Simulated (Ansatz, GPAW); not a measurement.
This is a calculation of Mo for Ansatz 0.2.0. 

Contents of input.yaml:

```yaml
crystal:
  lattice:
    - [-1.5838089719, 1.5838089719, 1.5838089719]
    - [1.5838089719, -1.5838089719, 1.5838089719]
    - [1.5838089719, 1.5838089719, -1.5838089719]
  atoms:
    - { symbol: Mo, position: [0.0, 0.0, 0.0] }
hamiltonian:
  xc: pbe
  pseudopotentials: { kind: paw }
kpoints:
  mp_grid: { grid: [12, 12, 12] }
scf:
  occupations: { method: gaussian, width: 0.022 }
output:
  forces: true
  stress: true
  eigenvalues: true
  write_density: true
  write_potential: true
  elf: true
  volumetric_format: npy
```

Potentials or basis: Ansatz PAW.

Launch:

```bash
$ ansatz run input.yaml --threads 2 --pin off --max-ram 5632MiB --backend cpu --events-out ev --progress --plain --runs-dir out
```

Task: What does the same run look like in GPAW 26.7.0 (ASE script)? Potentials or basis there: GPAW PAW data sets (gpaw-data 1.2.1), cutoff 600 eV.

Result: As run (cutoffs and basis follow the program's own potentials, and thresholds, step limits or extra output files can differ):

run.py

```python
from ase import Atoms
from ase.dft.bandgap import bandgap
from ase.io import write
from ase.units import GPa
from gpaw import GPAW, PW

atoms = Atoms(['Mo'],
              cell=[[-1.5838089719, 1.5838089719, 1.5838089719],
                    [1.5838089719, -1.5838089719, 1.5838089719],
                    [1.5838089719, 1.5838089719, -1.5838089719]],
              scaled_positions=[[0.0, 0.0, 0.0]],
              pbc=True)

calc = GPAW(mode=PW(600),
            xc='PBE',
            kpts={'size': (12, 12, 12), 'gamma': True},
            occupations={'name': 'methfessel-paxton', 'order': 0, 'width': 0.022},
            nbands=16,
            convergence={'density': 1e-05, 'energy': 1e-05},
            maxiter=150,
            txt='gpaw.txt')
atoms.calc = calc
energy = atoms.get_potential_energy()
forces = atoms.get_forces()
stress = atoms.get_stress()
calc.write('gs.gpw')
write('result.traj', atoms)
print(f'Energy: {energy:.6f} eV')
print('Forces (eV/A):')
print(forces.round(4))
print('Stress (GPa):', (stress / GPa).round(3))
print('Fermi level:', round(calc.get_fermi_level(), 4), 'eV')
print(f'Gap: {bandgap(calc)[0]:.4f} eV, direct: {bandgap(calc, direct=True)[0]:.4f} eV')
```

Potentials or basis: GPAW PAW data sets (gpaw-data 1.2.1), pw.

Command:

```bash
$ OMP_NUM_THREADS=1 python run.py
```

Both were run:

|  | Ansatz | GPAW |
| --- | --- | --- |
| Pressure | -1.9 GPa | -2.3 GPa |

Ansatz's pressure holds a Pulay term of +0.05 GPa for its cutoff of 420 eV, which the other run lacks.

Where Ansatz's input types no cutoff or centring, it takes its own default and a Γ-centred mesh.

Pressure is positive in compression.
